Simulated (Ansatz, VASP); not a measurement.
Ag in VASP and in Ansatz

Contents of INCAR:

```
SYSTEM = Ag
PREC = Accurate ; ENCUT = 520
EDIFF = 1E-7 ; ISMEAR = 0
SIGMA = 0.1 ; LREAL = .False.
LASPH = .True. ; NELM = 100
ALGO = Normal ; ISIF = 2
LWAVE = .False. ; LCHARG = .True.
GGA = PE ; LELF = .True.
LVHAR = .True. ; NBANDS = 18
```

KPOINTS

```
regular mesh
0
Gamma
  6 6 4
  0 0 0
```

File POSCAR:

```
Ag
1.0
    2.9222991408      0.0000000000      0.0000000000
   -1.4611495704      2.5307852934      0.0000000000
    0.0000000000      0.0000000000      4.7016618100
Ag
2
Direct
    0.3333333300      0.6666666700      0.2500000000
    0.6666666700      0.3333333300      0.7500000000
```

Input for Ansatz:

```yaml
crystal:
  lattice:
    - [2.9222991408, 0.0, 0.0]
    - [-1.4611495704, 2.5307852934, 0.0]
    - [0.0, 0.0, 4.70166181]
  atoms:
    - { symbol: Ag, position: [0.33333333, 0.66666667, 0.25] }
    - { symbol: Ag, position: [0.66666667, 0.33333333, 0.75] }
basis:
  ecutwfc: 420
kpoints:
  mp_grid: { grid: [6, 6, 4] }
hamiltonian:
  xc: pbe
scf:
  occupations: { method: gaussian, width: 0.1 }
output:
  forces: true
  stress: true
  eigenvalues: true
```

This isn't the form of Ag at room conditions, which is fcc.

Alike in both runs: task single point; functional PBE; k mesh 6 × 6 × 4; occupations gaussian, width 0.1 eV; no spin polarisation.

|  | VASP | Ansatz |
| --- | --- | --- |
| version | VASP 6.6.1 | Ansatz 0.2.0 |
| potentials or method | VASP PAW PBE potentials, release 64 (Ag) | scalar-relativistic, plane waves, PAW |
| plane-wave cutoff (eV) | 520 | 420 |
| valence electrons in the cell | 22 | 38 |

```csv
,VASP,Ansatz,Ansatz less VASP
gap on the k mesh at the Fermi level (eV),none,none,-
pressure (GPa),3.4,3.5,+0.14
largest component of the traceless stress (GPa),0.60,0.56,-0.034
```

A gap of «none» marks a metal or a gap that the smearing closes. The two sets of potentials don't hold the same shells in valence.

Caveats: the k mesh is coarse (spacing up to 0.41 Å⁻¹), so the values aren't converged.
